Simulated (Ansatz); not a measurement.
**Sn under changes of volume**

One of the cells (27.650 Å³/atom); the others are scaled copies at fixed shape and fractional positions:

```
CELL_PARAMETERS angstrom
-2.94014 2.94014 1.59930
2.94014 -2.94014 1.59930
2.94014 2.94014 -1.59930
ATOMIC_POSITIONS crystal
Sn 0.00000 0.00000 0.00000
Sn 0.75000 0.25000 0.50000
```

```yaml
Program: Ansatz 0.2.0
Functional: LDA
Potentials_or_basis: all-electron LAPW, scalar-relativistic
Cutoff: 208 eV (chosen from the basis error)
Basis_error_allowed: 0.001 eV/atom
k_mesh: 9 × 9 × 9
Occupations: fermi-dirac, width 0.05 eV
Spin: no spin polarisation
```

```tsv
volume (Å³/atom)	energy over the lowest point (meV/atom)	pressure (GPa)
25.991	0.00	0.5
26.544	0.57	-0.8
27.097	5.14	-1.9
27.650	13.24	-2.8
28.203	24.56	-3.7
28.756	38.72	-4.5
29.309	?	?
```

Question: What does the run at 29.309 Å³/atom give?

Answer: Energy over the lowest point 55.39 meV/atom; pressure -5.2 GPa.

Worked out: A Birch-Murnaghan fit of order 3 (a polynomial in V^(-2/3)) to the other rows has its minimum at 26.19 Å³/atom with B0 = V·E''(V) = 59 GPa and B' = 4.3 at fixed shape and positions, which overstates the stiffness. It gives 55.44 meV/atom at 29.309 Å³/atom, against the run's 55.39, and -dE/dV = -5.2 GPa, against -5.2.

Energies are extrapolated to zero smearing.
